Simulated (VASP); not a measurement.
Write the native input for VASP 6.6.1 that does the following.

| Quantity | Value |
| --- | --- |
| Task | relaxation of cell and atoms |
| Functional | PBE |
| Potentials or basis | VASP PAW PBE potentials, release 64 (Ge, Sb, Te) |
| Cutoff | 300 eV |
| k mesh | 5 × 5 × 1 |
| Occupations | gaussian, width 0.03 eV |
| Spin | no spin polarisation |
| Further INCAR settings | ALGO = Normal; EDIFF = 1e-06; IBRION = 2; EDIFFG = -0.01; NSW = 90; ISIF = 3 |

The structure of Ge2Sb2Te5 lies in POSCAR:

```
Ge2Sb2Te5
1.0
    4.2940644248      0.0000000000      0.0000000000
   -2.1470322124      3.7187688774      0.0000000000
    0.0000000000      0.0000000000     17.1013460000
Ge Sb Te
2 2 5
Direct
    0.3333333300      0.6666666700      0.8971050000
    0.6666666700      0.3333333300      0.1028950000
    0.0000000000      0.0000000000      0.6799320000
    0.0000000000      0.0000000000      0.3200680000
    0.0000000000      0.0000000000      0.0000000000
    0.6666666700      0.3333333300      0.7984580000
    0.3333333300      0.6666666700      0.2015420000
    0.3333333300      0.6666666700      0.5801080000
    0.6666666700      0.3333333300      0.4198920000
```

The cell comes from a database or a generator and needn't be the stable form of this composition.

These files were run (other wordings do the same):

INCAR

```
PREC = Accurate
ENCUT = 300
EDIFF = 1E-6
ISMEAR = 0
SIGMA = 0.03
LREAL = F
LASPH = T
NELM = 80
ALGO = Normal
ISIF = 3
LWAVE = F
LCHARG = F
GGA = PE
IBRION = 2
NSW = 90
EDIFFG = -0.01
KPAR = 2
```

KPOINTS

```
regular mesh
0
Gamma
  5 5 1
```

Potentials or basis: VASP PAW PBE potentials, release 64 (Ge, Sb, Te).

Run with:

```bash
$ cat potpaw_PBE.64/Ge/POTCAR potpaw_PBE.64/Sb/POTCAR potpaw_PBE.64/Te/POTCAR > POTCAR
$ mpirun -np 2 vasp_std > vasp.out
```

Results of the run:

```json
{
  "Relaxed volume": "31.13 Å³/atom",
  "Relaxed cell": "a = 4.289 Å, b = 4.289 Å, c = 17.584 Å, α = 90.00°, β = 90.00°, γ = 120.00°",
  "Space group after relaxing (to 0.05 Å)": "P-3m1 (No. 164)",
  "Energy gained by relaxing": "3.9 meV/atom",
  "Ionic steps": "20",
  "Pressure after relaxing": "0.0 GPa",
  "Largest force after relaxing": "0.009 eV/Å",
  "Band gap on the k mesh": "0.57 eV, direct"
}
```

Caveat: spin-orbit coupling is left out, which moves the levels of the heavy elements; an odd mesh through Γ misses points on the zone boundary, where band edges often lie; this functional lacks dispersion, which binds the layers, so the pressure and a relaxed spacing across them are unreliable.

Run time: 2.4 min on 2 MPI ranks on Intel(R) Xeon(R) Platinum 8559C (Emerald Rapids) (shared host), peak memory 0.21 GiB a rank.
